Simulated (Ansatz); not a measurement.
TaN:

```
Ta N
1.0
     0.00000    2.21132    2.21132
     2.21132    0.00000    2.21132
     2.21132    2.21132    0.00000
Ta N
1 1
Direct
  0.50000 0.50000 0.50000
  0.00000 0.00000 0.00000
```

The cell comes from a database or a generator and needn't be the stable form of this composition.

| Item | Value |
| --- | --- |
| Program | Ansatz 0.2.0 |
| Task | single point |
| Functional | PBEsol |
| Potentials or basis | all-electron LAPW, scalar-relativistic |
| Cutoff | 355 eV (chosen from the basis error) |
| Basis error allowed | 0.001 eV/atom |
| k mesh | 10 × 10 × 10 |
| Occupations | fermi-dirac, width 0.05 eV |
| Spin | no spin polarisation |

On this cell: pressure -10.7 GPa; largest force zero by symmetry; band gap on the k mesh none (metal or under the smearing width).

The same run follows on a disturbed copy (atoms moved at random, drawn with an rms of 0.05 Å):

```
CELL_PARAMETERS angstrom
0.00000 2.21132 2.21132
2.21132 0.00000 2.21132
2.21132 2.21132 0.00000
ATOMIC_POSITIONS crystal
Ta 0.51353 0.48421 0.52898
N 0.98710 0.98530 0.01570
```

What does the disturbed cell give?

The energy (extrapolated to zero smearing) moves by +19.3 meV/atom; pressure -8.9 GPa; largest force 0.770 eV/Å; band gap on the k mesh none (metal or under the smearing width).

Forces in eV/Å, atoms in the order of the input:
```
Ta  -0.192 -0.625 -0.408
N    0.192  0.625  0.408
```

Stress tensor (GPa, compression positive):
```
-10.00  -0.16  -0.06
 -0.16  -7.50  -0.27
 -0.06  -0.27  -9.12
```
